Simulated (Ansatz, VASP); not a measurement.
# TiTe2 (1T-TiTe2, 1 layer) in two plane-wave programs

One calculation is typed for both programs; each brings its own data sets. How far apart do they land? The structure shown is the start of the Ansatz relaxation below; VASP solves that cell, so the two are compared at the walk's first step.

Calculated with Ansatz 0.2.0; plane waves, with VASP 6.6.1 beside it; single point at PBE.

## 1. Set-up

The cell holds 3 atoms: 2 Te and 1 Ti. Its edges and angles: a = 3.750 Å, b = 3.750 Å, c = 25.676 Å, α = 90.0°, β = 90.0°, γ = 120.0°. Vacuum lies along c.

## 2. Ansatz: relaxation, PBE

Ansatz runs on its default PAW (the set named soft_2) files.

The two programs are compared at the cell with which this relaxation starts, whose forces are those of its first step.

The input, input.yaml:

```yaml
crystal:
  lattice:
    - [3.75, 0.0, 0.0]
    - [-1.875, 3.2475952642, 0.0]
    - [0.0, 0.0, 25.6759216531]
  atoms:
    - { symbol: Te, position: [0.6666666667, 0.3333333333, 0.4284169483] }
    - { symbol: Ti, position: [0.0, 0.0, 0.5] }
    - { symbol: Te, position: [0.3333333333, 0.6666666667, 0.5715830517] }
kpoints:
  mp_grid: { grid: [12, 12, 1] }
hamiltonian:
  xc: pbe
scf:
  occupations: { method: fermi_dirac, width: 0.05 }
  convergence: { dr2_threshold: 1.0e-08 }
efield:
  axis: 3
  dipole_correction: true
  ramp_position: 0.97
  ramp_width: 0.04
relax:
  f_tol: 0.01
  cell: { fix: [c, alpha, beta] }
output:
  write_potential: true
  write_density: true
  volumetric_format: npy
```

Command:

```sh
$ ansatz run input.yaml --threads 4 --pin off --max-ram 8192MiB --backend cpu --events-out ev --progress --plain --runs-dir out
```

Numbers of over 12 decimals in the logs are rounded to 6 here.

Output:

```text
Warning: relax.cell: scf.convergence.dr2_threshold = 1e-8 eV is looser than the 3e-10 eV advised for a relaxation that steers and ends on the stress (1e-10 eV for each atom of the cell: 3). What an SCF threshold leaves in a stress goes as its square root, and in the free energy as the threshold itself, and one threshold admits the most on a small cell: [figures from the program's tests cut] Set scf.convergence.dr2_threshold to 3e-10 eV or tighter. The threshold is an SCF's pass mark: one that does not reach it within its budget of iterations ends unconverged, or closes short of it on a stop that the run arms, and scf.convergence.dr2_threshold's page says what that costs each kind of run
Engine: ansatz 0.2.0, x86_64-unknown-linux-gnu
Pseudopotentials: kind: paw
Pseudopotential: Te, paw, valence charge 16, recommended cutoff 420 eV (normal), Te.paw.azcp
Pseudopotential: Ti, paw, valence charge 12, recommended cutoff 420 eV (normal), Ti.paw.azcp
Functional definition: PBE
  parameter kappa = 0.804
  parameter beta = 0.066725
  exchange = pbe_x(kappa = kappa, mu = beta*pi^2/3)
  correlation = pbe_c(beta = beta)
Crystal: 3 atoms, lattice volume = 312.694 Å³
Basis set: ecut = 420 eV, 6133 PW (Γ), exchange–correlation on 54×54×360 points (8 copies of the dense FFT grid, shifted against one another)
Bands: 27, of which v1, the nominal top of the filled ones, is band 22 counted from 1 (21 counted from 0)
Symmetry: 6 space group operations
k-points: 19 of 144 (time reversal used)
Non-local potential: Te, projectors of the file, l = 0: 2, l = 1: 2, l = 2: 2, l = 3: 2
Non-local potential: Ti, projectors of the file, l = 0: 3, l = 1: 2, l = 2: 3, l = 3: 1
PAW form: soft (Blöchl's): semilocal exchange-correlation on the pseudo side does not see the compensation charge
PAW one-centre angular grid: Te, 590 points (default); XC on 64 Gauss nodes
PAW one-centre angular grid: Ti, 590 points (default); XC on 64 Gauss nodes
Initial density: superposition of atomic densities (neutral atoms: chi_scale 0, normalization atom), corrected by the library's trained network
Initial wavefunctions: pseudopotential atomic-orbital guess
Functional: x = pbe(κ = 0.804, μ = 0.219515), c = pbe(β = 0.066725)
SCF iter   1: F=—  HF=-16461.593400 eV  |F-HF|=—  |Δ(HF+E_count)|=         —  Δρ=1.82e-3  dr2=2.66e-2  ethr=1.77e-3  p=-0.000 e·Å  D=-3.43e-6 V/Å  ΔV_dip=0.00 eV  dr2_dipole=2.50e-9  V_vac-E_F(+/−)=4.75/4.75 eV  ⟨swp⟩=9.1  Hψ=2633  notcnv=0
efield: sawtooth ramp at fractional position 0.9700 (set: `efield.ramp_position`, or a place that a band, a saddle search or an elastic batch's reference lends), width 0.0400; the density the first Hamiltonian is built on has a dipole p = -0.000 e·Å; the dipole correction subtracts the counter field D = -3.43e-6 V/Å, which shifts the + side's vacuum level by +0.00 eV against the − side's; the planar-averaged density in the ramp window peaks in size at 4.7e-6 e/Å³
preconditioner: auto → LDOS  [metal: Δε(μ)=0.027 eV  Ē_g=5.981 eV  σ=0.050 eV  W_gap=0.13  n_scr=34 (ndim 8)  ℏωp=8.4 eV  f_vac=0.702  D(μ)=1.48/eV (n_scr^D=6)  β→1.0]
SCF iter   2: F=—  HF=-16461.597658 eV  |F-HF|=—  |Δ(HF+E_count)|=   4.26e-3  Δρ=2.18e-3  dr2=5.13e-2  ethr=6.05e-5  p=0.000 e·Å  D=1.73e-5 V/Å  ΔV_dip=-0.00 eV  dr2_dipole=3.17e-9  V_vac-E_F(+/−)=4.88/4.88 eV  ⟨swp⟩=2.9  Hψ=1235  notcnv=0
SCF iter   3: F=—  HF=-16461.593213 eV  |F-HF|=—  |Δ(HF+E_count)|=   4.45e-3  Δρ=3.02e-4  dr2=1.01e-3  ethr=6.05e-5  p=0.000 e·Å  D=2.25e-6 V/Å  ΔV_dip=-0.00 eV  dr2_dipole=1.69e-11  V_vac-E_F(+/−)=4.76/4.76 eV  ⟨swp⟩=2.0  Hψ=722  notcnv=0
SCF iter   4: F=—  HF=-16461.593122 eV  |F-HF|=—  |Δ(HF+E_count)|=   9.16e-5  Δρ=1.32e-4  dr2=8.78e-5  ethr=2.28e-6  p=-0.000 e·Å  D=-4.92e-6 V/Å  ΔV_dip=0.00 eV  dr2_dipole=3.45e-11  V_vac-E_F(+/−)=4.79/4.79 eV  ⟨swp⟩=2.9  Hψ=997  notcnv=0
SCF iter   5: F=—  HF=-16461.593074 eV  |F-HF|=—  |Δ(HF+E_count)|=   4.72e-5  Δρ=2.86e-5  dr2=4.41e-6  ethr=2.00e-7  p=-0.000 e·Å  D=-3.03e-6 V/Å  ΔV_dip=0.00 eV  dr2_dipole=2.23e-12  V_vac-E_F(+/−)=4.78/4.78 eV  ⟨swp⟩=2.2  Hψ=858  notcnv=0
SCF iter   6: F=—  HF=-16461.593092 eV  |F-HF|=—  |Δ(HF+E_count)|=   1.77e-5  Δρ=8.71e-6  dr2=1.75e-7  ethr=1.00e-8  p=-0.000 e·Å  D=-2.72e-6 V/Å  ΔV_dip=0.00 eV  dr2_dipole=3.87e-12  V_vac-E_F(+/−)=4.78/4.78 eV  ⟨swp⟩=2.1  Hψ=925  notcnv=0
SCF iter   7: F=-16461.593093 eV  HF=-16461.593093 eV  |F-HF|=1.15e-7  |Δ(HF+E_count)|=   6.71e-7  Δρ=2.32e-6  dr2=9.85e-9  ethr=2.27e-11  p=-0.000 e·Å  D=-2.35e-6 V/Å  ΔV_dip=0.00 eV  dr2_dipole=2.97e-12  V_vac-E_F(+/−)=4.78/4.78 eV  ⟨swp⟩=7.2  Hψ=3634  notcnv=0
SCF 1 converged in 7 iterations: F = -16461.593093 eV  dr2 = 9.85e-9
[...]
SCF 4 converged in 6 iterations: F = -16461.663409 eV  dr2 = 9.09e-9
relax step   4: F+E_penalty+E_count = -16461.66340912 eV  Δ(F+E_penalty+E_count) = -4.604e-4 eV  max|allowed force component| = 4.575e-3 eV/Å  Δτ_max = 0.0062 Å  P = -0.002 GPa  Ω = 313.546 Å³  energy of the carried Pulay correction = -3.060e-5 eV  fix = [c, alpha, beta]  reactions: c +0.008 GPa  (6 SCF iters, accepted)
Initial wavefunctions: pseudopotential atomic-orbital guess (no wavefunctions were taken with the density)
iter 1 solved again at ethr=1.02e-6 eV; its pass at ethr=3.10e-3 eV (dr2=4.51e-4 eV) is discarded
SCF iter   1: F=—  HF=-16461.662506 eV  |F-HF|=—  |Δ(HF+E_count)|=         —  Δρ=4.34e-5  dr2=1.33e-7  ethr=1.02e-6  p=-0.000 e·Å  D=-1.49e-6 V/Å  ΔV_dip=0.00 eV  dr2_dipole=3.31e-13  V_vac-E_F(+/−)=4.86/4.86 eV  ⟨swp⟩=3.4  Hψ=3856  notcnv=0
efield: sawtooth ramp at fractional position 0.9700 (set: `efield.ramp_position`, or a place that a band, a saddle search or an elastic batch's reference lends), width 0.0400; the density the first Hamiltonian is built on has a dipole p = -0.000 e·Å; the dipole correction subtracts the counter field D = -1.49e-6 V/Å, which shifts the + side's vacuum level by +0.00 eV against the − side's; the planar-averaged density in the ramp window peaks in size at 3.0e-6 e/Å³
eigensolver tolerance schedule: the retry pair's looser diagonalisation over-reported the residual by 3396.22 of it (diagonalisation noise at an unbounded share of the residual, at the tolerance the schedule requests for it); recorded, not acted on — ethr = c·dr2/N_el stays at c = 1.0e-1
preconditioner: auto → LDOS  [metal: Δε(μ)=0.047 eV  Ē_g=6.108 eV  σ=0.050 eV  W_gap=0.23  n_scr=34 (ndim 8)  ℏωp=8.4 eV  f_vac=0.708  D(μ)=1.29/eV (n_scr^D=6)  β→1.0]
SCF iter   2: F=—  HF=-16461.663439 eV  |F-HF|=—  |Δ(HF+E_count)|=   9.33e-4  Δρ=1.88e-6  dr2=2.63e-8  ethr=3.01e-10  p=-0.000 e·Å  D=-1.69e-6 V/Å  ΔV_dip=0.00 eV  dr2_dipole=2.02e-12  V_vac-E_F(+/−)=4.86/4.86 eV  ⟨swp⟩=3.4  Hψ=1116  notcnv=0
SCF iter   3: F=—  HF=-16461.663438 eV  |F-HF|=—  |Δ(HF+E_count)|=   9.90e-7  Δρ=1.56e-6  dr2=2.82e-8  ethr=2.27e-11  p=-0.000 e·Å  D=-1.63e-6 V/Å  ΔV_dip=0.00 eV  dr2_dipole=1.56e-12  V_vac-E_F(+/−)=4.86/4.86 eV  ⟨swp⟩=12.3  Hψ=3636  notcnv=0
SCF iter   4: F=-16461.663439 eV  HF=-16461.663439 eV  |F-HF|=1.14e-8  |Δ(HF+E_count)|=   9.78e-7  Δρ=5.08e-7  dr2=1.96e-9  ethr=2.27e-11  p=-0.000 e·Å  D=-1.51e-6 V/Å  ΔV_dip=0.00 eV  dr2_dipole=2.51e-13  V_vac-E_F(+/−)=4.86/4.86 eV  ⟨swp⟩=7.7  Hψ=2896  notcnv=0
SCF 5 converged in 4 iterations: F = -16461.663439 eV  dr2 = 1.96e-9
relax step   5: F+E_penalty+E_count = -16461.66343913 eV  Δ(F+E_penalty+E_count) = -3.001e-5 eV  max|allowed force component| = 4.561e-3 eV/Å  Δτ_max = 0.0000 Å  P = -0.001 GPa  Ω = 313.546 Å³  fix = [c, alpha, beta]  reactions: c +0.008 GPa  stress off target by 6.19e-3 GPa on what of the cell is left free  SCF on the basis re-selected at this cell (its energy is not comparable with the rows above)  (4 SCF iters)
basis re-selected at this cell: Δ(F+E_penalty+E_count) = -3.001e-5 eV, ΔP = +0.000 GPa vs the last step (what re-selecting the basis moved, of the pressure what is left beyond the Pulay correction that the steps carried, after the strain that the cell walked since its last selection, with what the two solves' SCF thresholds leave and, on support functions, any second-order correction that the steps lacked; it is no m [...]
WARN: The input density's exchange-correlation potential varies sharply where the density is thin. Do not read a vacuum level from v_tot or v_xc, or from such a field of the output density. On a cell that repeats whose density bears no net charge and no dipole along the vacuum's axis use v_es (v_loc + v_h of the components); under efield.dipole_correction with no amplitude use v_es + v_field, which holds any external [...]
SCF converged after 4 iterations
Free energy (F): -16461.663439 eV
Harris-Foulkes:  -16461.663439 eV  (|F-HF|=1.14e-8)
Internal energy: -16461.652928 eV  (E = F + TS)
E sigma→0 (E₀):  -16461.658184 eV
Entropy (-TS):   -0.010511 eV (-3.504 meV/atom)
Fermi energy:    -1.002213 eV
Dipole field:    D = -0.000001 V/Å  (p = -0.000002 e·Å, saw-weighted, corrected)
Work function:   Φ+ = 4.8586 eV   Φ− = 4.8586 eV
Levels:          The Fermi level and band energies are counted from a zero that moves with the ramp; work functions are not
--- Per-component energies (eV) ---
  E_band       = -1158.968248
  E_kinetic    = 632.087387
  E_local      = -41446.448074  (includes V_loc(G=0)·N_el)
  E_nonlocal   = -612.125616
  E_hartree    = 20764.243723
  E_xc         = -345.924547
  E_vxc        = -330.017463  (∫ρ·V_xc dr)
  E_paw        = -10372.421038  (= ΣΔE_a)
  E_vpaw       = -930.958267  (= ΣTr[D̂ρ^β])
  E_aug_tail   = -0.000210  (compensation charges beyond the density's cutoff)
  E_efield     = 0.000000  (sawtooth field / dipole correction)
  E_vefield    = 0.000011  (∫n·V_field dr)
  E_ewald      = 14918.935447
  E_smearing   = -0.010511  (= −TS)
  E_closure    = -0.000000  (closes the sum)
  Σ components = -16461.663439   (vs F -16461.663439, Δ=0.00e0)
--- Forces (eV/Å), atoms counted from 1 ---
  atom   1  Te     0.00000000    -0.00000000    -0.00456109
  atom   2  Ti    -0.00000000     0.00000000    -0.00000035
  atom   3  Te     0.00000000     0.00000000     0.00456103
  max |Σ_I F_I| component: 4.06e-7 eV/Å
--- Stress (GPa, compression-positive) ---
       -0.006186       0.000000      -0.000000
        0.000000      -0.006186       0.000000
       -0.000000       0.000000       0.008142
  P = ⅓ Tr σ = -0.0014 GPa (-0.014 kbar)
--- Band table (eV; the first three rows and the last of 19) ---
  k-point 0: bands = [... 18 lower, -2.4554, -2.4149, -0.5625, -0.5625, -0.4841, 0.1494, 0.1494, 2.3680, ... 1 higher]
  k-point 1: bands = [... 18 lower, -2.4450, -2.0753, -1.0319, -0.7896, -0.5351, 0.1672, 0.3022, 1.9170, ... 1 higher]
  k-point 2: bands = [... 18 lower, -2.4327, -2.1789, -1.8714, -1.1612, -0.6310, 0.2408, 0.4513, 1.3197, ... 1 higher]
  k-point 18: bands = [... 18 lower, -4.5958, -3.6846, -2.9231, -2.9231, 0.0741, 0.2215, 0.2215, 1.4325, ... 1 higher]
--- Relaxed structure (4 steps of the walk, 3 accepted, 1 SCFs on fresh bases) ---
  F+E_penalty+E_count = -16461.66343913 eV   max|allowed force component| = 4.561e-3 eV/Å   (the final SCF, on the basis selected at the relaxed cell)
  cell:  # Å, volume = 313.5459 Å³
    - [3.755106, 0.0, 0]
    - [-1.877553, 3.252017, 0]
    - [0, 0, 25.6759216531]
  atoms:
    - { symbol: Te, position: [0.666667, 0.333333, 0.432178] }
    - { symbol: Ti, position: [0, 0, 0.500000] }
    - { symbol: Te, position: [0.333333, 0.666667, 0.567822] }
```

## 3. VASP: single point, PBE, start cell

The same cell, functional, mesh and smearing now go to VASP, with its own data sets.

Lines of VASP's logs that name or quote its potential files are left out, and so is its time.

The input, INCAR:

```
SYSTEM = TiTe2
PREC = Accurate
ENCUT = 400
EDIFF = 1E-06
NELM = 120
ISMEAR = -1
SIGMA = 0.05
LREAL = .FALSE.
ALGO = Normal
GGA = PE
NBANDS = 18
LASPH = .TRUE.
LORBIT = 11
LWAVE = .FALSE.
LCHARG = .FALSE.
ISIF = 2
LDIPOL = .TRUE.
IDIPOL = 3
DIPOL = 0.5 0.5 0.5
LVHAR = .TRUE.
GGA_COMPAT = .FALSE.
NELMDL = -8
```

The input, POSCAR:

```
TiTe2
1.0
    3.7500000000      0.0000000000      0.0000000000
   -1.8750000000      3.2475950000      0.0000000000
    0.0000000000      0.0000000000     25.6759220000
Te Ti
2 1
Direct
    0.6666667180      0.3333334360      0.4284169425
    0.3333334360      0.6666668719      0.5715830575
    0.0000000000      0.0000000000      0.5000000000
```

The input, KPOINTS:

```
Automatic mesh
0
Gamma
12 12 1
0 0 0
```

The projector-augmented-wave data sets are Te and Ti_sv (PBE family, release 64).

Command:

```sh
$ mpirun -np 1 vasp_std
```

Output:

```text
[banner, memory and clock lines left out]
running    1 mpi-ranks, on    1 nodes
 distrk:  each k-point on    1 cores,    1 groups
 distr:  one band on    1 cores,    1 groups

 POSCAR found type information on POSCAR TeTi
 POSCAR found :  2 types and       3 ions
 LDA part: xc-table for (Slater+PW92), standard interpolation
 POSCAR, INCAR and KPOINTS ok, starting setup
 FFT: planning ... GRIDC
 FFT: planning ... GRID_SOFT
 FFT: planning ... GRID
 WAVECAR not read
 entering main loop
       N       E                     dE             d eps       ncg     rms          rms(c)
DAV:   1     0.132321736479E+03    0.13232E+03   -0.93422E+03   836   0.819E+02
DAV:   2    -0.153659806401E+01   -0.13386E+03   -0.13137E+03   914   0.218E+02
DAV:   3    -0.175816680835E+02   -0.16045E+02   -0.15967E+02  1260   0.659E+01
DAV:   4    -0.185554576503E+02   -0.97379E+00   -0.97079E+00   948   0.154E+01
DAV:   5    -0.186466810989E+02   -0.91223E-01   -0.91178E-01  1102   0.374E+00
DAV:   6    -0.186479272381E+02   -0.12461E-02   -0.12460E-02   976   0.487E-01
DAV:   7    -0.186479549106E+02   -0.27672E-04   -0.27672E-04  1086   0.738E-02
DAV:   8    -0.186479552305E+02   -0.31996E-06   -0.32007E-06   960   0.770E-03    0.119E+01
DAV:   9    -0.193374075705E+02   -0.68945E+00   -0.48792E+01   802   0.403E+01    0.182E+01
DAV:  10    -0.166388656318E+02    0.26985E+01   -0.53439E+01   860   0.401E+01    0.655E+00
DAV:  11    -0.162445428062E+02    0.39432E+00   -0.15619E+00   766   0.796E+00    0.299E+00
DAV:  12    -0.161442721673E+02    0.10027E+00   -0.12596E+00   896   0.706E+00    0.170E+00
DAV:  13    -0.161419439299E+02    0.23282E-02   -0.48536E-01   846   0.491E+00    0.124E+00
DAV:  14    -0.161228745384E+02    0.19069E-01   -0.15940E-01   800   0.276E+00    0.381E-01
[...]
DAV:  20    -0.161216921873E+02   -0.58437E-04   -0.64767E-06   874   0.138E-02    0.402E-02
DAV:  21    -0.161217982743E+02   -0.10609E-03   -0.47097E-05   894   0.451E-02    0.680E-03
DAV:  22    -0.161218348739E+02   -0.36600E-04   -0.26584E-06   818   0.920E-03    0.766E-03
DAV:  23    -0.161218659618E+02   -0.31088E-04   -0.53670E-07   636   0.350E-03    0.540E-03
DAV:  24    -0.161218809827E+02   -0.15021E-04   -0.65081E-07   706   0.454E-03    0.391E-03
DAV:  25    -0.161218875582E+02   -0.65756E-05   -0.12860E-07   564   0.149E-03    0.189E-03
DAV:  26    -0.161218903335E+02   -0.27753E-05   -0.18777E-07   594   0.233E-03    0.341E-04
DAV:  27    -0.161218908849E+02   -0.55136E-06   -0.19171E-08   444   0.645E-04
   1 F= -.16121891E+02 E0= -.16115782E+02  d E =-.122168E-01
```

[end of part 1 of 2]

[Lines on the potential files, build, host, timing and source positions are cut from VASP's logs without a mark.]

[Logs are printed without paths, hosts, clocks, repeated set-up lines and the standing remarks that a program may print on its own settings, such as how far it seeks lower states.]

[Hosts, paths, dates, database ids (printed as entryN), source tags and the programs' standing remarks are cut or masked in the printed files.]
